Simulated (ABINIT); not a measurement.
Runs of ABINIT 10.8.3 (patched build) on Sn. It takes space group Fd-3m (No. 227, cubic). Conventional cell: a = 6.467 Å, b = 6.467 Å, c = 6.467 Å, α = 90.00°, β = 90.00°, γ = 90.00°. Sn (site symmetry -43m) is surrounded by 4 Sn at 2.80 Å. This isn't the form of Sn at room conditions, which is tetragonal (white tin).

```tsv
task	level	potentials or basis	k mesh	cutoff (eV)	fine-grid cutoff	gap on the mesh (eV)	V0 of scaled cells (Å³/atom)	B0 (GPa)
single point	PBE	JTH PAW PBE v2.0	7 × 7 × 7	599	1197.3 eV	none	-	-
single point	LDA	JTH PAW LDA v2.0	9 × 9 × 9	408	816.342 eV	none	-	-
equation of state	PBEsol	JTH PAW PBE v2.0 sp	7 × 7 × 7	408	816.342 eV	-	35.16	42
band structure	RPBE	JTH PAW PBE v2.0 sp	7 × 7 × 7	408	816.342 eV	none	-	-
equation of state	LDA	JTH PAW LDA v2.0 sp	7 × 7 × 7	408	816.342 eV	-	34.03	(b)
band structure	HCTH407	JTH PAW PBE v2.0 sp	7 × 7 × 7	408	816.342 eV	none	-	-
band structure	BP86	JTH PAW PBE v2.0 sp	7 × 7 × 7	408	816.342 eV	none	-	-
equation of state	SOGGA	JTH PAW PBE v2.0 sp	7 × 7 × 7	408	816.342 eV	-	34.72	(a)
```

Alike in all rows: no spin polarisation; cell as given; smearing fermi-dirac 0.05 eV.

Question: Estimate the missing entries.

Answer: (a) 43; (b) 45.

Caveats: this set keeps more shells in the core, which shifts pressures and gaps (some runs); the PAW data sets were made with another functional, which shifts forces and pressure a little (some runs); pressures at fixed basis lie under the slope of the energies (some runs).

A k mesh can miss the band edges, and the runs leave out spin-orbit coupling on Sn.

A gap of «none» marks a metal or a gap under the smearing width.

Not every run made on this cell is shown here.
